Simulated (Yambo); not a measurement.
# GaSb (F-43m) in Yambo: further runs, part 2 of 2

Yambo 5.3.0. Earlier steps stand in the parts before.

## Step 3: Hartree-Fock levels, LDA

Input file hf2.in:

```
rim_cut
HF_and_locXC
RandQpts= 1000000
RandGvec= 50 RL
EXXRLvcs= 106 Ry
VXCRLvcs= 106 Ry
% QPkrange
 1 | 1 | 20 | 25 |
 8 | 8 | 20 | 25 |
%
```

Input file scf.in:

```
&CONTROL
  calculation = 'scf'
  prefix = 'pwscf'
  outdir = './tmp'
  pseudo_dir = './pseudo'
/
&SYSTEM
  ibrav = 0
  nat = 2
  ntyp = 2
  ecutwfc = 106
  nbnd = 31
  occupations = 'smearing'
  smearing = 'fd'
  degauss = 0.00367493
  force_symmorphic = .true.
/
&ELECTRONS
  conv_thr = 4d-10
  electron_maxstep = 120
  mixing_beta = 0.5
/
ATOMIC_SPECIES
Sb   121.7600 Sb.upf
Ga    69.7230 Ga.upf
CELL_PARAMETERS bohr
   0.0000000000    5.7806722152    5.7806722152
   5.7806722152    0.0000000000    5.7806722152
   5.7806722152    5.7806722152    0.0000000000
ATOMIC_POSITIONS bohr
Sb     8.6710083228    8.6710083228    8.6710083228
Ga     0.0000000000    0.0000000000    0.0000000000
K_POINTS automatic
8 8 8 0 0 0
```

Input file nscf.in:

```
&CONTROL
  calculation = 'nscf'
  prefix = 'pwscf'
  outdir = './tmp'
  pseudo_dir = './pseudo'
/
&SYSTEM
  ibrav = 0
  nat = 2
  ntyp = 2
  ecutwfc = 106
  nbnd = 142
  occupations = 'smearing'
  smearing = 'fd'
  degauss = 0.00367493
  force_symmorphic = .true.
/
&ELECTRONS
  conv_thr = 1d-08
  diago_full_acc = .true.
  diago_thr_init = 1d-06
/
ATOMIC_SPECIES
Sb   121.7600 Sb.upf
Ga    69.7230 Ga.upf
CELL_PARAMETERS bohr
   0.0000000000    5.7806722152    5.7806722152
   5.7806722152    0.0000000000    5.7806722152
   5.7806722152    5.7806722152    0.0000000000
ATOMIC_POSITIONS bohr
Sb     8.6710083228    8.6710083228    8.6710083228
Ga     0.0000000000    0.0000000000    0.0000000000
K_POINTS automatic
4 4 4 0 0 0
```

Potentials or basis: PseudoDojo 0.4.1 SR LDA stringent.

Started as:

```bash
> OMP_NUM_THREADS=1 pw.x -in scf.in > scf.out
> OMP_NUM_THREADS=1 pw.x -in nscf.in > nscf.out
> cd tmp/pwscf.save; p2y; mv SAVE ../..; cd ../..
> OMP_NUM_THREADS=1 yambo
> mkdir -p hf2; ln -s $PWD/g0w00/ndb.RIM hf2/
> OMP_NUM_THREADS=1 yambo -F hf2.in -J hf2 -C hf2_out
```

Yambo's report:

```text
[... sections 02.01 to 02.04 as in the set-up run ...]

  [02.05] Energies & Occupations
  ==============================

  [X] === General ===
  [X] Electronic Temperature                        :  0.258606E-1   300.100    [eV K]
  [X] Bosonic    Temperature                        :  0.258606E-1   300.100    [eV K]
  [X] Finite Temperature mode                       : yes
  [X] El. density                                   :  0.76857E+24 [cm-3]
  [X] Fermi Level                                   :  9.283574 [eV]

  [X] === Gaps and Widths ===
  [X] Conduction Band Min                           :  9.283574 [eV]
  [X] Valence Band Max                              :  9.283574 [eV]
  [X] Filled Bands                                  :  19
  [X] Metallic Bands                                :  20  23
  [X] Empty Bands                                   :   24  142

  [X] === Metallic Characters ===
  [X] N of el / N of met el                         :  44.00000   5.99994
  [X] Average metallic occ.                         :  0.374996

  [WARNING] [X] Metallic system

 [03] Transferred momenta grid and indexing
 ==========================================

 IBZ Q-points                                      :   8
 BZ  Q-points                                      :   64

 K/Q-points units:
[... 41 lines left out ...]
  Brillouin Zone Q/K grids (IBZ/BZ)                :    8   64    8   64
  RL vectors                                       :   8393 [WF]
  Fragmentation                                    : no
  Electronic Temperature                           :  300.1000 [K]
  Bosonic    Temperature                           :  300.1000 [K]
  Green`s function   wavefunctions                 : Slater exchange(X)+Perdew & Wang(C)
  Total number of QP states                        :  12
  Exchange RL vectors                              :   7239
  Exchange summation bands                         :  23
  RIM RL components                                :   51
  RIM random points                                :  1000000

 [xc] E_xc :  -39.91856 [Ha]
      E_xc :  -79.83712 [Ry]

  Local XC kind (lXC) : Slater exchange(X)+Perdew & Wang(C)
  Non-Local XC kind (nlXC) : Hartree-Fock

  Corrections @ K [1] :  [eV]
 <20|nlXC|20> = -13.14349 -0.46837E-17 <20|lXC|20> = -15.25229 -0.37763E-15
 <21|nlXC|21> = -13.63065  0.92230E-18 <21|lXC|21> = -13.49707  0.000000
 <22|nlXC|22> = -13.63067  0.28035E-17 <22|lXC|22> = -13.49707  0.000000
 <23|nlXC|23> = -13.63065  0.36221E-17 <23|lXC|23> = -13.49707  0.000000
 <24|nlXC|24> = -7.015911 -0.63126E-18 <24|lXC|24> = -11.38893  0.000000
 <25|nlXC|25> = -7.015922 -0.66230E-18 <25|lXC|25> = -11.38893  0.000000

  Corrections @ K [8] :  [eV]
 <20|nlXC|20> = -16.44708  0.47856E-17 <20|lXC|20> = -12.79008  0.000000
 <21|nlXC|21> = -13.27024  0.31753E-17 <21|lXC|21> = -11.16223  0.000000
 <22|nlXC|22> = -13.01181 -0.39435E-17 <22|lXC|22> = -11.07887  0.000000
 <23|nlXC|23> = -7.974292  0.29297E-17 <23|lXC|23> = -12.94405  0.18882E-15
 <24|nlXC|24> = -5.972652  0.80161E-19 <24|lXC|24> = -10.40792  0.000000
 <25|nlXC|25> = -6.474130  0.11019E-17 <25|lXC|25> = -11.67985  0.000000

  [05.01] Hartree-Fock occupations report
  =======================================

  [Hartree-Fock] === General ===
  [Hartree-Fock] Electronic Temperature             :  0.258606E-1   300.100    [eV K]
  [Hartree-Fock] Bosonic    Temperature             :  0.258606E-1   300.100    [eV K]
  [Hartree-Fock] Finite Temperature mode            : yes
  [Hartree-Fock] El. density                        :  0.76857E+24 [cm-3]
  [Hartree-Fock] Fermi Level                        :  9.283574 [eV]

  [Hartree-Fock] === Gaps and Widths ===
  [Hartree-Fock] Conduction Band Min                :  9.283574 [eV]
  [Hartree-Fock] Valence Band Max                   :  9.283574 [eV]
  [Hartree-Fock] Filled Bands                       :  19
  [Hartree-Fock] Metallic Bands                     :  20  23
  [Hartree-Fock] Empty Bands                        :   24  142

  [Hartree-Fock] === Metallic Characters ===
  [Hartree-Fock] N of el / N of met el              :  44.00000   5.99994
  [Hartree-Fock] Average metallic occ.              :  0.374996

  [WARNING] [Hartree-Fock] Metallic system
```

o-hf2.hf:

```text
#    K-point            Band               Eo [eV]            Ehf [eV]           Vxc [eV]           Vnlxc [eV]
#
        1                  20                -0.195656           1.913151          -15.25229          -13.14349
        1                  21                -0.017935          -0.151515          -13.49707          -13.63065
        1                  22                -0.017935          -0.151531          -13.49707          -13.63067
        1                  23                -0.017935          -0.151514          -13.49707          -13.63065
        1                  24                 2.760487           7.133506          -11.38893          -7.015911
        1                  25                 2.760487           7.133494          -11.38893          -7.015922
         8                 20                -6.731116          -10.38812          -12.79008          -16.44708
         8                 21                -3.369071          -5.477079          -11.16223          -13.27024
         8                 22                -3.148949          -5.081883          -11.07887          -13.01181
         8                 23                 3.598737           8.568500          -12.94405          -7.974292
         8                 24                 4.249885           8.685150          -10.40792          -5.972652
         8                 25                 4.338709           9.544426          -11.67985          -6.474130
#
```

It took 87 s on 1 thread of Intel Xeon 6975P-C (Granite Rapids), shared host; peak memory 0.35 GiB.

What came out:

```
Band gap on the k mesh, mean-field level : none (metal or under the smearing width)
```

Quasiparticle terms (eV):
| k point | band | Kohn-Sham level | Vxc | Σx | Σc | Z | result |
| --- | --- | --- | --- | --- | --- | --- | --- |
| (0.000, 0.000, 0.000) | 20 | -0.20 | -15.25 | -13.14 | - | - | 1.91 |
| (0.000, 0.000, 0.000) | 21 | -0.02 | -13.50 | -13.63 | - | - | -0.15 |
| (0.000, 0.000, 0.000) | 22 | -0.02 | -13.50 | -13.63 | - | - | -0.15 |
| (0.000, 0.000, 0.000) | 23 | -0.02 | -13.50 | -13.63 | - | - | -0.15 |
| (0.000, 0.000, 0.000) | 24 | 2.76 | -11.39 | -7.02 | - | - | 7.13 |
| (0.000, 0.000, 0.000) | 25 | 2.76 | -11.39 | -7.02 | - | - | 7.13 |
| (0.250, -0.500, -0.250) | 20 | -6.73 | -12.79 | -16.45 | - | - | -10.39 |
| (0.250, -0.500, -0.250) | 21 | -3.37 | -11.16 | -13.27 | - | - | -5.48 |
| (0.250, -0.500, -0.250) | 22 | -3.15 | -11.08 | -13.01 | - | - | -5.08 |
| (0.250, -0.500, -0.250) | 23 | 3.60 | -12.94 | -7.97 | - | - | 8.57 |
| (0.250, -0.500, -0.250) | 24 | 4.25 | -10.41 | -5.97 | - | - | 8.69 |
| (0.250, -0.500, -0.250) | 25 | 4.34 | -11.68 | -6.47 | - | - | 9.54 |

Caveat: the k mesh is coarse (spacing up to 0.44 Å⁻¹), so the values aren't converged; the ground state has no gap, which makes the many-body step unreliable; this crystal is a semiconductor, whose small gap the functional closes, so the metal is an error of the method. The run has no spin-orbit coupling, so splittings on Sb are missing.
